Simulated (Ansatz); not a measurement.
## Notes on TiPbO$_{3}$

```
Pb Ti O
1.0
     3.97685    0.00000    0.00000
     0.00000    3.97685    0.00000
     0.00000    0.00000    4.07427
Pb Ti O
1 1 3
Cartesian
  0.0000 0.0000 0.0000
  1.9884 1.9884 2.1390
  1.9884 1.9884 0.2933
  1.9884 0.0000 2.3305
  0.0000 1.9884 2.3305
```

Method: PBEsol, spin-orbit coupling; PAW, plane waves to 420 eV, 7×7×6 Γ-centred mesh, fermi-dirac occupations (width 0.1 eV) (Ansatz 0.2.0), atoms fixed.

The state carries no moments; the state need not be the lowest.

Q: Metal or insulator? Give the gap.

A: The gap is 1.70 eV, indirect (the least direct gap found is 1.84 eV). A semilocal functional usually gives too small a gap.

Q: Which orbitals make up the band edges?

A: Within 0.7 eV of the edges, the states project mainly on O p (87 %) below the gap and on Ti d (88 %) above it.

Q: Which element gives electrons and which takes them?

A: Bader charges in e: Ti +2.21, Pb +1.34, O -1.19 to -1.16. In the mean Ti gives up most and O takes most.

Q: What does the stress say?

A: The pressure is -8.6 GPa (compression positive), so with the atoms held at these fractions the cell would first shrink.

Q: Is it stable against the elements?

A: -2.29 eV an atom against the elements' usual phases (free molecules for gases, crystals otherwise, with no correction for O₂ or N₂), so it is bound against them; other compounds may still compete. Relaxing would lower it.

Origin: a database entry at a rescaled volume. Caveats: the SCF threshold is loose for a stress.
